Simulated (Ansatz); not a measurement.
**AlP at 16 GPa: from Born charge to LO–TO splitting and polaron coupling**

Theory: DFT PBE, scalar-relativistic, plane waves, PAW in Ansatz 0.2.0. Plane waves to 420 eV; Γ-centred k mesh 10×10×10; fixed occupations. No spin polarisation. Phonons by linear response, acoustic sum rule imposed.

The cell, relaxed at 16 GPa:
```xyz
2
Lattice="0.0000 2.6248 2.6248 2.6248 0.0000 2.6248 2.6248 2.6248 0.0000" Properties=species:S:1:pos:R:3 pbc="T T T"
Al    0.0000    0.0000    0.0000
P     3.9372    3.9372    3.9372
```

Linear response gives ν_TO = 506.0 cm⁻¹, Born charges ±2.162 e (positive on Al) and ε∞ = 8.058. The primitive cell holds 36.168 Å³, and the masses are 26.982 and 30.974 amu.

Q: Find ν_LO and the static dielectric constant.

A: The long-wave field adds a restoring force: ω_LO² − ω_TO² = Z*²e²/(ε_vac ε∞ μV). In these units ν_LO² − ν_TO² = 4.92064×10⁷ Z*²/(μ V ε∞) cm⁻², with μ = m₁m₂/(m₁ + m₂) = 14.420 amu: 54739 cm⁻². So ν_LO = √(506.0² + 54739) = 557.5 cm⁻¹, and the run gives 557.5. Lyddane–Sachs–Teller then gives ε0 = ε∞ (ν_LO/ν_TO)² = 9.78, against 9.78 in the run (it forms both from the same three quantities, so the match checks the arithmetic only). Between ν_TO and ν_LO the dielectric function is negative and an undamped crystal reflects fully: a reststrahlen band from 17.9 to 19.8 μm.

Q: What do the Clausius–Mossotti polarisability and the Szigeti charge come to?

A: With the Lorentz local field, α = (3V/4π)(ε∞ − 1)/(ε∞ + 2) = 6.06 Å³ for the pair, and e_S = 3Z*/(ε∞ + 2) = 0.64 e. The Born charge includes the electrons' response to the dipole's own local field, and e_S takes that enhancement out. The Lorentz field assumes point-like polarisable ions, a poor picture once ε∞ is this large, since the electron clouds then overlap or are shared, so both numbers are formal here.

Q: How strongly does a slow electron couple to the LO mode?

A: For one isotropic parabolic band, Fröhlich's constant is α_F = (1/ε∞ − 1/ε0) √(m* Ry/ħω_LO), with Ry = 13.606 eV, ħω_LO = 69.1 meV and m* in free-electron masses: α_F = 0.0219 × 14.03 × √m* = 0.31 √m*. The band mass isn't part of this run; for m* = 0.1, 0.3 and 1 it gives 0.10, 0.17, 0.31. In weak coupling the polaron lies α_F ħω_LO below the band edge (12 meV at m* = 0.3) with a mass m*(1 + α_F/6); past α_F of about 5 or 6 that expansion fails. A semilocal functional's ε∞ tends to be too large, which taken alone lowers α_F.

Cost: 1 run of about 1.1 core-minutes, on Intel Xeon Processor @ 2.50GHz (Skylake/Cascade Lake) (shared hosts).

AlP in this compressed zinc-blende cell is a polar covalent semiconductor whose dielectric screening is mainly electronic: ionic motion raises the constant only from 8.058 to 9.78. The Born charge of ±2.162 e is no measure of static ionicity, since it includes the charge that flows through the sp³ bonds as the sublattices move against each other. That dynamical charge is large enough to open a clear LO–TO splitting. The lattice contribution to the static response nevertheless stays small, because stiff bonds limit the ionic displacement in a static field.

The same balance explains the weak Fröhlich coupling. What counts is the difference between the inverse dielectric constants, which is small here, so even the heaviest mass considered gives only 0.31. Long-range polar coupling alone therefore gives no sign of a self-trapped small polaron. Because AlP is known to transform to a NiAs-type phase under pressure, the real zone-centre frequencies don't establish that zinc blende is the stable structure at 16 GPa.
